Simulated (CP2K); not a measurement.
BP:

```xyz
2
Lattice="3.2089 0.0000 0.0000 1.6044 2.7789 0.0000 1.6044 0.9263 2.6200" Properties=species:S:1:pos:R:3 pbc="T T T"
P     4.8133    2.7789    1.9650
B     0.0000    0.0000    0.0000
```

Base run:

| Item | Value |
| --- | --- |
| Program | CP2K 2026.2 |
| Functional | vdW-DF2 |
| Potentials or basis | POTENTIAL_UZH P GTH-PBE-q5, B GTH-PBE-q3; TZVP-MOLOPT-PBE-GTH basis |
| Density cutoff | 9184 eV |
| k mesh | 10 × 10 × 10 |
| Occupations | fermi-dirac, width 0.05 eV |
| Spin | no spin polarisation |

Its results: band gap on the k mesh 1.77 eV, indirect (least direct gap 3.67 eV); pressure 5.4 GPa.

Problem. After a change of settings the same cell gave: band gap on the k mesh 1.40 eV, indirect (least direct gap 3.48 eV); pressure 0.4 GPa. Which change was it?
A. functional from vdW-DF2 to WC
B. functional from vdW-DF2 to LDA
C. functional from vdW-DF2 to PW91

Solution. C.

Caveats: the potentials were made for another functional, which shifts forces and pressure; the basis of atomic orbitals isn't converged, which shifts pressures, moduli and gaps.

Not every run made on this cell is shown here.
